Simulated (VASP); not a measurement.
# TiSi2 (Fddd) in VASP: further runs

Runs on TiSi2. Level: PBE. Tasks: single point, relaxation of cell and atoms.

All numbers are computed with VASP 6.6.1; they aren't measurements. Logs are shortened: lines on timing, memory, paths and dates and some standing lists are left out, and cuts for length are marked.

### 1 The crystal as given

Symmetry: Fddd, No. 70, orthorhombic system. The conventional cell has a = 4.779 Å, b = 8.235 Å, c = 8.526 Å, α = 90.00°, β = 90.00°, γ = 90.00°. Around Ti (site symmetry 222) lie 10 Si at 2.55 to 2.78 Å. Around Si (site symmetry 2) lie 5 Si at 2.52 to 2.79 Å and 5 Ti at 2.55 to 2.78 Å.

The cell is a database's computed one.

### 2 Single point, PBE

INCAR reads:

```
PREC     = Accurate       # precision mode
ENCUT    = 520            # plane-wave cutoff, eV
EDIFF    = 1E-7           # SCF threshold, eV
ISMEAR   = 0              # smearing method
SIGMA    = 0.011          # smearing width, eV
LREAL    = F              # projectors in reciprocal space
LASPH    = T              # aspherical terms in the spheres
NELM     = 100            # most SCF steps
ALGO     = Normal         # electronic algorithm
ISIF     = 2              # what is computed and relaxed
LWAVE    = F              # write WAVECAR
LCHARG   = F              # write CHGCAR
GGA      = PE             # functional
NBANDS   = 29             # bands
```

KPOINTS reads:

```
regular mesh
0
Gamma
  7 7 7
```

POSCAR reads:

```
TiSi2
1.0
    0.0000000000      4.1175163063      4.2628978354
    2.3895119538      0.0000000000      4.2628978354
    2.3895119538      4.1175163063      0.0000000000
Ti Si
2 4
Direct
    0.7500000000      0.7500000000      0.7500000000
    0.5000000000      0.5000000000      0.5000000000
    0.4125656100      0.0874343900      0.4125656100
    0.0874343900      0.4125656100      0.0874343900
    0.1625656100      0.8374343900      0.1625656100
    0.8374343900      0.1625656100      0.8374343900
```

Potentials or basis: VASP PAW PBE potentials, release 64 (Ti_sv, Si).

Launch:

```bash
> cat potpaw_PBE.64/Ti_sv/POTCAR potpaw_PBE.64/Si/POTCAR > POTCAR
> mpirun -np 1 vasp_std > vasp.out
```

OUTCAR:

```text
PREC = Accurate
   ENCUT = 520
   EDIFF = 1E-7
   ISMEAR = 0
   LREAL = F
   LASPH = T
   NELM = 100
   ISIF = 2
   GGA = PE

 ion  position               nearest neighbor table
   1  0.750  0.750  0.750-   6 2.55   5 2.55   6 2.55   5 2.55   3 2.74   3 2.74   4 2.74   4 2.74
                             3 2.78   4 2.78
   2  0.500  0.500  0.500-   4 2.55   3 2.55   4 2.55   3 2.55   5 2.74   5 2.74   6 2.74   6 2.74
                             5 2.78   6 2.78
   3  0.413  0.087  0.413-   6 2.52   6 2.52   2 2.55   2 2.55   4 2.68   1 2.74   1 2.74   1 2.78
                             4 2.79   4 2.79
   4  0.087  0.413  0.087-   5 2.52   5 2.52   2 2.55   2 2.55   3 2.68   1 2.74   1 2.74   1 2.78
                             3 2.79   3 2.79
   5  0.163  0.837  0.163-   4 2.52   4 2.52   1 2.55   1 2.55   6 2.68   2 2.74   2 2.74   2 2.78
                             6 2.79   6 2.79
   6  0.837  0.163  0.837-   3 2.52   3 2.52   1 2.55   1 2.55   5 2.68   2 2.74   2 2.74   2 2.78
                             5 2.79   5 2.79

  LATTYP: Found a face centered orthorhombic cell.
 ALAT       =     4.7790239076
 B/A-ratio  =     1.7231620456
 C/A-ratio  =     1.7840035613

  Lattice vectors:

 A1 = (   0.0000000000,   4.1175163063,   4.2628978354)
 A2 = (   2.3895119538,   0.0000000000,   4.2628978354)
 A3 = (   2.3895119538,   4.1175163063,   0.0000000000)

Analysis of symmetry for initial positions (statically):
=====================================================================
 Subroutine PRICEL returns:
 Original cell was already a primitive cell.

 Routine SETGRP: Setting up the symmetry group for a
 face centered orthorhombic supercell.

 Subroutine GETGRP returns: Found  8 space group operations
 (whereof  4 operations were pure point group operations)
 out of a pool of  8 trial point group operations.

The static configuration has the point symmetry D_2 .
 The point group associated with its full space group is D_2h.

Analysis of symmetry for dynamics (positions and initial velocities):
=====================================================================
 Subroutine PRICEL returns:
 Original cell was already a primitive cell.

 Routine SETGRP: Setting up the symmetry group for a
 face centered orthorhombic supercell.

 Subroutine GETGRP returns: Found  8 space group operations
 (whereof  4 operations were pure point group operations)
 out of a pool of  8 trial point group operations.

The dynamic configuration has the point symmetry D_2 .
 The point group associated with its full space group is D_2h.

 Subroutine INISYM returns: Found  8 space group operations
 (whereof  4 operations are pure point group operations),
 and found     1 'primitive' translations

----------------------------------------------------------------------------------------

                                     Primitive cell

  volume of cell :      83.8841

  direct lattice vectors                    reciprocal lattice vectors
     0.000000000  4.117516306  4.262897835    -0.209247750  0.121432427  0.117291106
     2.389511954  0.000000000  4.262897835     0.209247750 -0.121432427  0.117291106
     2.389511954  4.117516306  0.000000000     0.209247750  0.121432427 -0.117291106

  length of vectors
     5.926739280  4.886928006  4.760641544     0.268863643  0.268863643  0.268863643

  position of ions in fractional coordinates (direct lattice)
     0.750000000  0.750000000  0.750000000
     0.500000000  0.500000000  0.500000000
     0.412565610  0.087434390  0.412565610
     0.087434390  0.412565610  0.087434390
     0.162565610  0.837434390  0.162565610
     0.837434390  0.162565610  0.837434390

  ion indices of the primitive-cell ions
   primitive index   ion index
                 1           1
                 2           2
                 3           3
                 4           4
                 5           5
                 6           6

----------------------------------------------------------------------------------------

 KPOINTS: regular mesh

Automatic generation of k-mesh.
 Grid dimensions read from file:
 generate k-points for:    7    7    7

 Generating k-lattice:

  Cartesian coordinates                     Fractional coordinates (reciprocal lattice)
    -0.029892536  0.017347490  0.016755872     0.142857143  0.000000000  0.000000000
     0.029892536 -0.017347490  0.016755872     0.000000000  0.142857143 -0.000000000
     0.029892536  0.017347490 -0.016755872     0.000000000 -0.000000000  0.142857143

  Length of vectors
     0.038409092  0.038409092  0.038409092

  Shift w.r.t. Gamma in fractional coordinates (k-lattice)
     0.000000000  0.000000000  0.000000000

 Subroutine IBZKPT returns following result:
 ===========================================

 Found     64 irreducible k-points:

 Following reciprocal coordinates:
            Coordinates               Weight
  0.000000  0.000000  0.000000      1.000000
  0.142857  0.000000  0.000000      8.000000
  0.285714  0.000000  0.000000      8.000000
  0.428571  0.000000  0.000000      8.000000
  0.142857  0.142857  0.000000      2.000000
  0.285714  0.142857  0.000000      8.000000
[... 16 lines left out ...]
  0.000000  0.142857  0.142857      2.000000
  0.285714  0.142857  0.142857      4.000000
 [... further k-points ...]
   k-points           NKPTS =     64   k-points in BZ     NKDIM =     64   number of bands    NBANDS=     29
   number of dos      NEDOS =    301   number of ions     NIONS =      6
   total plane-waves  NPLWV =  62208
   dimension x,y,z NGX =    48 NGY =   36 NGZ =   36
   dimension x,y,z NGXF=    96 NGYF=   72 NGZF=   72
   ions per type =               2   4
   NGX,Y,Z   is equivalent  to a cutoff of  13.46, 12.25, 12.57 a.u.
   NGXF,Y,Z  is equivalent  to a cutoff of  26.93, 24.49, 25.14 a.u.
 SYSTEM =  unknown system
   PREC   = accura    normal or accurate (medium, high low for compatibility)
   ISTART =      0    job   : 0-new  1-cont  2-samecut
   ICHARG =      2    charge: 1-file 2-atom 10-const
   ISPIN  =      1    spin polarized calculation?
   LNONCOLLINEAR =      F non collinear calculations
   LSORBIT =      F    spin-orbit coupling
   LASPH  =      T    aspherical Exc in radial PAW
   ENCUT  =  520.0 eV  38.22 Ry    6.18 a.u.  11.02  9.09  8.85*2*pi/ulx,y,z
   NELM   =    100;   NELMIN=  2; NELMDL= -5     # of ELM steps
   EDIFF  = 0.1E-06   stopping-criterion for ELM
   LREAL  =      F    real-space projection
   EDIFFG = 0.1E-05   stopping-criterion for IOM
   NSW    =      0    number of steps for IOM
   IBRION =     -1    ionic relax: 0-MD 1-quasi-New 2-CG
   NFREE  =      0    steps in history (QN), initial steepest desc. (CG)
   ISIF   =      2    stress and relaxation
   ISYM   =      2    0-nonsym 1-usesym 2-fastsym
   POTIM  = 0.5000    time-step for ionic-motion
   TEBEG  =    0.0;   TEEND  =   0.0 temperature during run
   PSTRESS=    0.0 pullay stress
   NELECT =      40.0000    total number of electrons
   NUPDOWN=      -1.0000    fix difference up-down
   EMIN   =  10.00;   EMAX   =-10.00  energy-range for DOS
   EFERMI =   0.00;   METHOD = LEGACY
   ISMEAR =     0;   SIGMA  =   0.01  broadening in eV -4-tet -1-fermi 0-gaus
   EFERMI_NEDOS =   21; number of points for ismear=-14 and -15
   IALGO  =     38    algorithm
   IMIX   =      4    mixing-type and parameters
     AMIX     =   0.40;   BMIX     =  1.00
     AMIX_MAG =   1.60;   BMIX_MAG =  1.00
  volume/ion in A,a.u.               =      13.98        94.35
  Fermi-wavevector in a.u.,A,eV,Ry     =   1.278994  2.416947 22.256742  1.635824
  Thomas-Fermi vector in A             =   2.411504
   LORBIT       =      0    0 simple, 1 ext, 2 COOP (PROOUT), +10 PAW based schemes
   GGA     = PE    functional components
   LHFCALC =     F    Hartree Fock is set to
   AEXX    =    0.0000 exact exchange contribution
   IVDW    =     0    specifies the selected vdW correction
   LEPSILON=     F    determine dielectric tensor
   LRPA    =     F    only Hartree local field effects (RPA)
 non-spin polarized calculation
 Gauss-broadening in eV      SIGMA  =   0.01
  energy-cutoff  :      520.00
  volume of cell :       83.88
 maximum number of plane-waves:      2286
 NGX is ok and might be reduce to    48
   NGX = 23   NGY = 19   NGZ = 17

 number of electron      40.0000003 magnetization

 Free energy of the ion-electron system (eV)
  ---------------------------------------------------
  ext. energy  EPLUGINS =         0.00000000
  ---------------------------------------------------
  free energy    TOTEN  =       -40.68180354 eV

  energy without entropy =      -40.68148891  energy(sigma->0) =      -40.68164623

 E-fermi :  10.1857     XC(G=0): -11.7368

 val. band max:       10.1824739479   @ k =  -0.1429   0.1429   0.1429
 cond. band min:      10.1955791905   @ k =  -0.2857   0.1429  -0.0000
 fundamental gap:      0.0131052426
 Fermi energy:        10.1857069472

 k-point     1 :       0.0000    0.0000    0.0000
  band No.  band energies     occupation
      1     -46.0767      2.00000
      2     -46.0482      2.00000
      3     -22.4560      2.00000
      4     -22.4533      2.00000
      5     -22.3624      2.00000
      6     -22.3476      2.00000
[... 21 lines left out ...]
     28      13.9563      0.00000
     29      13.9989      0.00000

 k-point     2 :       0.1429    0.0000    0.0000
  band No.  band energies     occupation
      1     -46.0756      2.00000
      2     -46.0492      2.00000
      3     -22.4571      2.00000
      4     -22.4505      2.00000
      5     -22.3693      2.00000
      6     -22.3478      2.00000
[... 21 lines left out ...]
     28      14.0335      0.00000
     29      14.1544      0.00000

 k-point     3 :       0.2857    0.0000    0.0000
  band No.  band energies     occupation
      1     -46.0728      2.00000
      2     -46.0519      2.00000
      3     -22.4616      2.00000
      4     -22.4411      2.00000
      5     -22.3859      2.00000
      6     -22.3466      2.00000
[... 638 lines left out ...]
      5     -22.3622      2.00000
      6     -22.3526      2.00000
[... 21 lines left out ...]
     28      14.2818      0.00000
     29      14.8336      0.00000

 k-point    24 :       0.2857    0.1429    0.1429
  band No.  band energies     occupation
      1     -46.0740      2.00000
      2     -46.0508      2.00000
      3     -22.4597      2.00000
      4     -22.4355      2.00000
      5     -22.3871      2.00000
      6     -22.3426      2.00000
[... 21 lines left out ...]
     28      14.1946      0.00000
     29      14.3704      0.00000

 [... further k-points ...]

------------------------ aborting loop because EDIFF is reached ----------------------------------------

  FORCE on cell =-STRESS in cart. coord.  units (eV):
  Direction    XX          YY          ZZ          XY          YZ          ZX
  --------------------------------------------------------------------------------------
  -------------------------------------------------------------------------------------
  Total        1.2330959      0.3968102      1.5229350      0.0000000      0.0000000      0.0000000
  in kB       23.5520093      7.5790355     29.0879085      0.0000000      0.0000000      0.0000000
  external PRESSURE =      20.0729844 kB  Pullay stress =       0.0000000 kB

 VOLUME and BASIS-vectors are now :
 -----------------------------------------------------------------------------
  energy-cutoff  :      520.00
  volume of cell :       83.88
      direct lattice vectors                 reciprocal lattice vectors
     0.000000000  4.117516306  4.262897835    -0.209247750  0.121432427  0.117291106
     2.389511954  0.000000000  4.262897835     0.209247750 -0.121432427  0.117291106
     2.389511954  4.117516306  0.000000000     0.209247750  0.121432427 -0.117291106

 POSITION                                       TOTAL-FORCE (eV/Angst)
 -----------------------------------------------------------------------------------
      3.58427      6.17627      6.39435         0.000000      0.000000      0.000000
      2.38951      4.11752      4.26290        -0.000000      0.000000     -0.000000
      1.19476      3.39749      2.13145         0.000000      0.010830     -0.000000
      1.19476      0.72003      2.13145         0.000000     -0.010830     -0.000000
      2.38951      1.33873      4.26290        -0.000000      0.010830      0.000000
      2.38951      6.89630      4.26290        -0.000000     -0.010830      0.000000
 -----------------------------------------------------------------------------------
    total drift:                               -0.000000     -0.000000      0.000000

  FREE ENERGIE OF THE ION-ELECTRON SYSTEM (eV)
  ---------------------------------------------------
  free  energy   TOTEN  =       -40.6818035414 eV

  energy  without entropy=      -40.6814889116  energy(sigma->0) =      -40.68164623
```

Wall time 83 s (1 thread of Intel Xeon 6975P-C (Granite Rapids), shared host); peak memory 0.3 GiB.

What came out:

| Quantity | Value |
| --- | --- |
| Free energy | -40.6818 eV |
| Pressure | 2.0 GPa |
| Largest force | 0.011 eV/Å |
| Band gap on the k mesh | none (metal or under the smearing width) |

Forces on the atoms (eV/Å):
```
Ti   0.000  0.000  0.000
Ti   0.000  0.000  0.000
Si   0.000  0.011  0.000
Si   0.000 -0.011  0.000
Si   0.000  0.011  0.000
Si   0.000 -0.011  0.000
```

Stress tensor (GPa, compression positive):
```
2.36 0.00 0.00
0.00 0.76 0.00
0.00 0.00 2.91
```

### 3 Relaxation of cell and atoms, PBE

INCAR reads:

```
PREC     = Accurate       # precision mode
ENCUT    = 600            # plane-wave cutoff, eV
EDIFF    = 1E-7           # SCF threshold, eV
ISMEAR   = -1             # smearing method
SIGMA    = 0.05           # smearing width, eV
LREAL    = False          # projectors in reciprocal space
LASPH    = True           # aspherical terms in the spheres
NELM     = 80             # most SCF steps
ALGO     = Fast           # electronic algorithm
ISIF     = 3              # what is computed and relaxed
LWAVE    = False          # write WAVECAR
LCHARG   = False          # write CHGCAR
GGA      = PE             # functional
IBRION   = 2              # ionic algorithm
NSW      = 60             # ionic steps
EDIFFG   = -0.005         # ionic threshold
```

KPOINTS is that of step 2.

POSCAR is that of step 2.

Potentials or basis: VASP PAW PBE potentials, release 64 (Ti_sv, Si).

Launch:

```bash
> cat potpaw_PBE.64/Ti_sv/POTCAR potpaw_PBE.64/Si/POTCAR > POTCAR
> mpirun -np 1 vasp_std > vasp.out
```

Wall time 23 min (1 thread of Intel Xeon 6975P-C (Granite Rapids), shared host); peak memory 0.4 GiB.

It converged, with:

- Free energy: -40.7009 eV
- Relaxed volume: 14.17 Å³/atom
- Relaxed cell: a = 5.949 Å, b = 4.916 Å, c = 4.772 Å, α = 75.75°, β = 53.22°, γ = 51.03°
- Space group after relaxing (to 0.05 Å): Fddd (No. 70)
- Energy gained by relaxing: 1.4 meV/atom
- Ionic steps: 7
- Pressure after relaxing: 0.0 GPa
- Largest force after relaxing: 0.004 eV/Å
- Band gap on the k mesh: none (metal or under the smearing width)

Forces on the atoms (eV/Å):
```
Ti   0.000  0.000  0.000
Ti   0.000  0.000  0.000
Si   0.000  0.004  0.000
Si   0.000 -0.004  0.000
Si   0.000  0.004  0.000
Si   0.000 -0.004  0.000
```

Step by step:
| step | energy change (eV) | largest force (eV/Å) | pressure (GPa) | volume (Å³) |
| --- | --- | --- | --- | --- |
| 1 | 0.0000 | 0.0195 | 2.02 | 83.88 |
| 2 | -0.0010 | 0.0051 | -1.83 | 86.04 |
| 3 | -0.0083 | 0.0065 | -0.03 | 84.98 |
| 4 | -0.0083 | 0.0067 | 0.02 | 84.96 |
| 5 | -0.0083 | 0.0063 | 0.04 | 84.96 |
| 6 | -0.0083 | 0.0061 | 0.04 | 84.95 |
| 7 | -0.0083 | 0.0039 | -0.02 | 84.99 |

Final structure:
```cif
data_structure
_symmetry_space_group_name_H-M 'P 1'
_symmetry_Int_Tables_number 1
_cell_length_a 5.9495
_cell_length_b 4.9163
_cell_length_c 4.7724
_cell_angle_alpha 75.752
_cell_angle_beta 53.219
_cell_angle_gamma 51.030
_cell_volume 84.99
loop_
_atom_site_label
_atom_site_type_symbol
_atom_site_fract_x
_atom_site_fract_y
_atom_site_fract_z
_atom_site_occupancy
Ti1 Ti 0.75000 0.75000 0.75000 1
Ti2 Ti 0.50000 0.50000 0.50000 1
Si1 Si 0.41270 0.08730 0.41270 1
Si2 Si 0.08730 0.41270 0.08730 1
Si3 Si 0.16270 0.83730 0.16270 1
Si4 Si 0.83730 0.16270 0.83730 1
```

Levels at points of the mesh, in eV from the Fermi level:
```
           k point  band 18  band 19  band 20  band 21  band 22  band 23
(0.00, 0.00, 0.00)    -2.06    -1.77    -1.33    -0.90     2.03     3.06
```

### 4 The reference run

An earlier run on the cell as given: functional PBEsol; potentials or basis VASP PAW PBE potentials, release 64 (Ti_sv, Si); cutoff 520 eV; k mesh 7 × 7 × 7; occupations fermi-dirac, width 0.05 eV; no spin polarisation.

- Pressure: -1.8 GPa
- Largest force: 0.049 eV/Å
- Band gap on the k mesh: none (metal or under the smearing width)

### 5 Overview

```csv
task,level,cell,cutoff (eV),smearing,ladder,gap on the mesh (eV),pressure (GPa),largest force (eV/Å)
single point,PBE,as given,520,gaussian 0.011 eV,-,none,2.0,0.01
relaxation of cell and atoms,PBE,relaxed,600,fermi-dirac 0.05 eV,-,none,0.0,-
single point,PBEsol,as given,520,fermi-dirac 0.05 eV,free,none,-1.8,0.05
```

Alike in all rows: potentials or basis VASP PAW PBE potentials, release 64 (Ti_sv, Si); no spin polarisation; k mesh 7 × 7 × 7.

Caveats: the PAW data sets were made with another functional, which shifts forces and pressure a little (some runs).

Absolute energies hang on the potentials; compare differences alone.
